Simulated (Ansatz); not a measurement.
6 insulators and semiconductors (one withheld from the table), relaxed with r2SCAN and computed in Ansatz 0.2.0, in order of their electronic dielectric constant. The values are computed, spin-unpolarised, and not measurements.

| solid | mean ε∞, r2SCAN | gap, r2SCAN (eV) | gap, HSE06 (eV) | gap, PBE0 (eV) | PBE0 − HSE06 (eV) |
| --- | --- | --- | --- | --- | --- |
| KF (rocksalt) | 1.9 | 6.91 | 8.26 | 9.04 | +0.78 |
| KMgF₃ (cubic perovskite) | 2.0 | 8.30 | 9.61 | 10.37 | +0.76 |
| CsPbCl₃ (cubic perovskite) | 3.5 | 2.46 | 2.79 | 3.44 | +0.65 |
| Ga₂O₃ (corundum) | 4.0 | 3.55 | 4.62 | 5.34 | +0.72 |
| GaAs (zincblende) | 11.6 | 0.96 | 1.36 | 1.95 | +0.59 |

Question: GaP (zincblende) has a = 5.451 Å and an r2SCAN gap of 1.84 eV. Estimate its row.

Answer:
```json
{"solid": "GaP (zincblende)", "mean ε∞, r2SCAN": "9.4", "gap, r2SCAN (eV)": "1.84", "gap, HSE06 (eV)": "2.26", "gap, PBE0 (eV)": "2.93", "PBE0 − HSE06 (eV)": "+0.67"}
```

HSE06 opens the r2SCAN gap by 0.32 to 1.36 eV; the correlation with 1/ε∞ is 0.84, and six solids can't settle a trend.

Spin-orbit coupling is left out; in compounds of Pb, Bi, Tl or Hg it can lower a gap by up to about 1 eV, split its edges or invert the bands.

The meshes of the hybrids are coarse, so their gaps aren't converged to the digits shown.
